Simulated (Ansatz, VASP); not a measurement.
# Two plane-wave programs on Ta

```
Ta
1.0
    -1.65128    1.65128    1.61000
     1.65128   -1.65128    1.61000
     1.65128    1.65128   -1.61000
Ta
1
Direct
  0.00000 0.00000 0.00000
```

Change from the starting cell: strain +0.000 along x and y, -0.025 along z, atoms carried along.

Alike in both runs: task single point; functional PBEsol; k mesh 20 × 20 × 20; occupations gaussian, width 0.15 eV; no spin polarisation.

|  | VASP | Ansatz |
| --- | --- | --- |
| version | VASP 6.6.1 | Ansatz 0.2.0 |
| potentials or method | VASP PAW PBE potentials, release 64 (Ta_pv) | scalar-relativistic, plane waves, PAW |
| plane-wave cutoff (eV) | 520 | 420 |
| valence electrons in the cell | 11 | 13 |

|  | VASP | Ansatz | Ansatz less VASP |
| --- | --- | --- | --- |
| gap on the k mesh at the Fermi level (eV) | none | none | - |
| pressure (GPa) | 1.7 | 1.4 | -0.20 |
| largest component of the traceless stress (GPa) | 2.17 | 2.18 | +0.005 |

A gap of «none» marks a metal or a gap that the smearing closes. The two sets of potentials don't hold the same shells in valence.

Caveats: the PAW data sets were made with another functional, which shifts forces and pressure a little (VASP). The runs have no spin-orbit coupling, so splittings on Ta are missing.
